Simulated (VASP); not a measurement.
# CuI (Marshite) (F-43m) in VASP: a series of runs, part 2 of 2

VASP 6.6.1.

**3. Relaxation of cell and atoms, PBEsol**

This run uses another cell than the first one, of 27.86 Å³/atom, 1.060 times its volume.

Contents of INCAR:

```
ALGO = Normal
EDIFF = 1E-6
EDIFFG = -0.01
ENCUT = 600
GGA = PS
IBRION = 2
ISIF = 3
ISMEAR = 0
KPAR = 4
LASPH = T
LCHARG = F
LREAL = F
LWAVE = F
NELM = 80
NSW = 90
PREC = Accurate
SIGMA = 0.03
```

Contents of KPOINTS:

```
k-points
0
Gamma
  8 8 8
```

Contents of POSCAR:

```
CuI
1.0
    0.0000000000      3.0315000000      3.0315000000
    3.0315000000      0.0000000000      3.0315000000
    3.0315000000      3.0315000000      0.0000000000
Cu I
1 1
Direct
    0.2500000000      0.2500000000      0.2500000000
    0.0000000000      0.0000000000      0.0000000000
```

Potentials or basis: VASP PAW PBE potentials, release 64 (Cu, I).

Launch:

```
> cat potpaw_PBE.64/Cu/POTCAR potpaw_PBE.64/I/POTCAR > POTCAR
> mpirun -np 4 vasp_std > vasp.out
```

OUTCAR:

```text
EDIFF = 1E-6
   EDIFFG = -0.01
   ENCUT = 600
   GGA = PS
   IBRION = 2
   ISIF = 3
   ISMEAR = 0
   LASPH = T
   LREAL = F
   NELM = 80
   NSW = 90
   PREC = Accurate

 ion  position               nearest neighbor table
   1  0.250  0.250  0.250-   2 2.63   2 2.63   2 2.63   2 2.63
   2  0.000  0.000  0.000-   1 2.63   1 2.63   1 2.63   1 2.63

  LATTYP: Found a face centered cubic cell.
 ALAT       =     6.0630000000

  Lattice vectors:

 A1 = (   0.0000000000,   3.0315000000,   3.0315000000)
 A2 = (   3.0315000000,   0.0000000000,   3.0315000000)
 A3 = (   3.0315000000,   3.0315000000,   0.0000000000)

Analysis of symmetry for initial positions (statically):
=====================================================================
 Subroutine PRICEL returns:
 Original cell was already a primitive cell.

 Routine SETGRP: Setting up the symmetry group for a
 face centered cubic supercell.

 Subroutine GETGRP returns: Found 24 space group operations
 (whereof 24 operations were pure point group operations)
 out of a pool of 48 trial point group operations.

The static configuration has the point symmetry T_d .

Analysis of symmetry for dynamics (positions and initial velocities):
=====================================================================
 Subroutine PRICEL returns:
 Original cell was already a primitive cell.

 Routine SETGRP: Setting up the symmetry group for a
 face centered cubic supercell.

 Subroutine GETGRP returns: Found 24 space group operations
 (whereof 24 operations were pure point group operations)
 out of a pool of 48 trial point group operations.

The dynamic configuration has the point symmetry T_d .

 Subroutine INISYM returns: Found 24 space group operations
 (whereof 24 operations are pure point group operations),
 and found     1 'primitive' translations

----------------------------------------------------------------------------------------

                                     Primitive cell

  volume of cell :      55.7189

  direct lattice vectors                    reciprocal lattice vectors
     0.000000000  3.031500000  3.031500000    -0.164934851  0.164934851  0.164934851
     3.031500000  0.000000000  3.031500000     0.164934851 -0.164934851  0.164934851
     3.031500000  3.031500000  0.000000000     0.164934851  0.164934851 -0.164934851

  length of vectors
     4.287188414  4.287188414  4.287188414     0.285675541  0.285675541  0.285675541

  position of ions in fractional coordinates (direct lattice)
     0.250000000  0.250000000  0.250000000
     0.000000000  0.000000000  0.000000000

  ion indices of the primitive-cell ions
   primitive index   ion index
                 1           1
                 2           2

----------------------------------------------------------------------------------------

 KPOINTS: k-points

Automatic generation of k-mesh.
 Grid dimensions read from file:
 generate k-points for:    8    8    8

 Generating k-lattice:

  Cartesian coordinates                     Fractional coordinates (reciprocal lattice)
    -0.020616856  0.020616856  0.020616856     0.125000000  0.000000000  0.000000000
     0.020616856 -0.020616856  0.020616856     0.000000000  0.125000000  0.000000000
     0.020616856  0.020616856 -0.020616856     0.000000000  0.000000000  0.125000000
[... 54 lines left out ...]
   LASPH  =      T    aspherical Exc in radial PAW
   ENCUT  =  600.0 eV  44.10 Ry    6.64 a.u.   8.56  8.56  8.56*2*pi/ulx,y,z
   NELM   =     80;   NELMIN=  2; NELMDL= -5     # of ELM steps
   EDIFF  = 0.1E-05   stopping-criterion for ELM
   LREAL  =      F    real-space projection
   EDIFFG = -.1E-01   stopping-criterion for IOM
   NSW    =     90    number of steps for IOM
   IBRION =      2    ionic relax: 0-MD 1-quasi-New 2-CG
   NFREE  =      1    steps in history (QN), initial steepest desc. (CG)
   ISIF   =      3    stress and relaxation
   ISYM   =      2    0-nonsym 1-usesym 2-fastsym
   POTIM  = 0.5000    time-step for ionic-motion
   TEBEG  =    0.0;   TEEND  =   0.0 temperature during run
   PSTRESS=    0.0 pullay stress
   NELECT =      18.0000    total number of electrons
   NUPDOWN=      -1.0000    fix difference up-down
   EMIN   =  10.00;   EMAX   =-10.00  energy-range for DOS
   EFERMI =   0.00;   METHOD = LEGACY
   ISMEAR =     0;   SIGMA  =   0.03  broadening in eV -4-tet -1-fermi 0-gaus
   EFERMI_NEDOS =   21; number of points for ismear=-14 and -15
   IALGO  =     38    algorithm
   IMIX   =      4    mixing-type and parameters
     AMIX     =   0.40;   BMIX     =  1.00
     AMIX_MAG =   1.60;   BMIX_MAG =  1.00
  volume/ion in A,a.u.               =      27.86       188.00
  Fermi-wavevector in a.u.,A,eV,Ry     =   1.123306  2.122741 17.168055  1.261816
  Thomas-Fermi vector in A             =   2.259971
   LORBIT       =      0    0 simple, 1 ext, 2 COOP (PROOUT), +10 PAW based schemes
   GGA     = PS    functional components
   LHFCALC =     F    Hartree Fock is set to
   AEXX    =    0.0000 exact exchange contribution
   IVDW    =     0    specifies the selected vdW correction
   LEPSILON=     F    determine dielectric tensor
   LRPA    =     F    only Hartree local field effects (RPA)
 conjugate gradient relaxation of ions
 non-spin polarized calculation
 Gauss-broadening in eV      SIGMA  =   0.03
  energy-cutoff  :      600.00
  volume of cell :       55.72
 maximum number of plane-waves:      1880
 NGX is ok and might be reduce to    36
   NGX = 17   NGY = 17   NGZ = 17

--------------------------------------- Ionic step        1  -------------------------------------------

 number of electron      18.0000006 magnetization

 Free energy of the ion-electron system (eV)
  ---------------------------------------------------
  ext. energy  EPLUGINS =         0.00000000
  ---------------------------------------------------
  free energy    TOTEN  =        -6.29453061 eV

  energy without entropy =       -6.29453061  energy(sigma->0) =       -6.29453061

------------------------ aborting loop because EDIFF is reached ----------------------------------------

  FORCE on cell =-STRESS in cart. coord.  units (eV):
  Direction    XX          YY          ZZ          XY          YZ          ZX
  --------------------------------------------------------------------------------------
  -------------------------------------------------------------------------------------
  Total       -0.8559433     -0.8559433     -0.8559433      0.0000000     -0.0000000     -0.0000000
  in kB      -24.6123385    -24.6123385    -24.6123385      0.0000000     -0.0000000     -0.0000000
  external PRESSURE =     -24.6123385 kB  Pullay stress =       0.0000000 kB
[... 59 lines left out ...]
--------------------------------------- Ionic step        3  -------------------------------------------

 number of electron      17.9999991 magnetization

 Free energy of the ion-electron system (eV)
  ---------------------------------------------------
  ext. energy  EPLUGINS =         0.00000000
  ---------------------------------------------------
  free energy    TOTEN  =        -6.32110622 eV

  energy without entropy =       -6.32110622  energy(sigma->0) =       -6.32110622

 E-fermi :   5.1000     XC(G=0):  -9.4112

 val. band max:        4.9332548462   @ k =   0.0000   0.0000   0.0000
 cond. band min:       6.1200000029   @ k =   0.0000   0.0000   0.0000
 fundamental gap:      1.1867451567
 Fermi energy:         5.0999754109

 k-point     1 :       0.0000    0.0000    0.0000
  band No.  band energies     occupation
      1      -9.4159      2.00000
      2       1.0120      2.00000
      3       1.0120      2.00000
      4       1.0120      2.00000
      5       2.8048      2.00000
      6       2.8048      2.00000
      7       4.9333      2.00000
      8       4.9333      2.00000
      9       4.9333      2.00000
     10       6.1200      0.00000
     11       9.6965      0.00000
     12       9.6965      0.00000
     13       9.6965      0.00000
[... 354 lines left out ...]
  band No.  band energies     occupation
      1      -8.6609      2.00000
      2      -0.7568      2.00000
      3       0.4539      2.00000
      4       1.0081      2.00000
      5       2.7302      2.00000
      6       2.8156      2.00000
      7       2.9423      2.00000
      8       3.4282      2.00000
      9       3.7715      2.00000
     10       8.4993      0.00000
     11       9.4454      0.00000
     12      11.1878      0.00000
     13      12.3918      0.00000

 [... further k-points ...]

------------------------ aborting loop because EDIFF is reached ----------------------------------------

  FORCE on cell =-STRESS in cart. coord.  units (eV):
  Direction    XX          YY          ZZ          XY          YZ          ZX
  --------------------------------------------------------------------------------------
  -------------------------------------------------------------------------------------
  Total       -0.0181375     -0.0181375     -0.0181375      0.0000000      0.0000000      0.0000000
  in kB       -0.5529347     -0.5529347     -0.5529347      0.0000000      0.0000000      0.0000000
  external PRESSURE =      -0.5529347 kB  Pullay stress =       0.0000000 kB
[... 17 lines left out ...]
  FREE ENERGIE OF THE ION-ELECTRON SYSTEM (eV)
  ---------------------------------------------------
  free  energy   TOTEN  =        -6.3211062173 eV

  energy  without entropy=       -6.3211062173  energy(sigma->0) =       -6.32110622

 reached required accuracy - stopping structural energy minimisation
```

OSZICAR:

```text
N       E                     dE             d eps       ncg     rms          rms(c)
DAV:   1     0.103231390628E+03    0.10323E+03   -0.84623E+03   759   0.166E+03
DAV:   2     0.153845758634E+01   -0.10169E+03   -0.95004E+02   764   0.277E+02
DAV:   3    -0.631543695567E+01   -0.78539E+01   -0.76990E+01  1025   0.847E+01
DAV:   4    -0.657895688197E+01   -0.26352E+00   -0.26318E+00   820   0.134E+01
[... 31 lines left out ...]
DAV:   4    -0.632112044281E+01    0.15482E-03   -0.53819E-04   854   0.225E-01    0.339E-02
DAV:   5    -0.632111169810E+01    0.87447E-05   -0.20436E-05  1066   0.119E-01    0.296E-02
DAV:   6    -0.632110708982E+01    0.46083E-05   -0.46696E-06  1102   0.321E-02    0.117E-02
DAV:   7    -0.632110606975E+01    0.10201E-05   -0.14115E-06   459   0.459E-02    0.173E-03
DAV:   8    -0.632110621731E+01   -0.14757E-06   -0.12554E-06   424   0.104E-02
   3 F= -.63211062E+01 E0= -.63211062E+01  d E =-.265756E-01
```

Run time: 29 s. Hardware: 4 MPI ranks of Intel Xeon Platinum 8488C (Sapphire Rapids), shared host; peak memory 0.21 GiB.

Results:

* Free energy: -6.3211 eV
* Relaxed volume: 26.28 Å³/atom
* Relaxed cell: a = 4.204 Å, b = 4.204 Å, c = 4.204 Å, α = 60.00°, β = 60.00°, γ = 60.00°
* Space group after relaxing (to 0.05 Å): F-43m (No. 216)
* Energy gained by relaxing: 13.3 meV/atom
* Ionic steps: 3
* Pressure after relaxing: -0.1 GPa
* Band gap on the k mesh: 1.19 eV, direct

Step by step:
```csv
step,energy change (eV),largest force (eV/Å),pressure (GPa),volume (Å³)
1,0.0000,0.0000,-2.46,55.72
2,-0.0265,0.0000,0.23,52.34
3,-0.0266,0.0000,-0.06,52.55
```

Final structure:
```cif
data_structure
_symmetry_space_group_name_H-M 'P 1'
_symmetry_Int_Tables_number 1
_cell_length_a 4.2045
_cell_length_b 4.2045
_cell_length_c 4.2045
_cell_angle_alpha 60.000
_cell_angle_beta 60.000
_cell_angle_gamma 60.000
_cell_volume 52.55
loop_
_atom_site_label
_atom_site_type_symbol
_atom_site_fract_x
_atom_site_fract_y
_atom_site_fract_z
_atom_site_occupancy
Cu1 Cu 0.25000 0.25000 0.25000 1
I1 I 0.00000 0.00000 0.00000 1
```

Levels at points of the mesh, in eV from the valence-band top:
| k point | band 7 | band 8 | band 9 | band 10 | band 11 | band 12 |
| --- | --- | --- | --- | --- | --- | --- |
| (0.00, 0.00, 0.00) | 0.00 | 0.00 | 0.00 | 1.19 | 4.76 | 4.76 |
| (0.50, 0.00, 0.00) | -2.05 | -0.81 | -0.81 | 2.13 | 5.32 | 5.32 |
| (0.50, 0.50, 0.00) | -2.03 | -1.73 | -1.73 | 2.48 | 2.81 | 9.49 |

Caveat: the PAW data sets were made with another functional, which shifts forces and pressure a little; spin-orbit coupling is left out, which moves the levels of the heavy elements. Expect the measured gap to be larger: semilocal functionals such as PBEsol lack the derivative discontinuity.
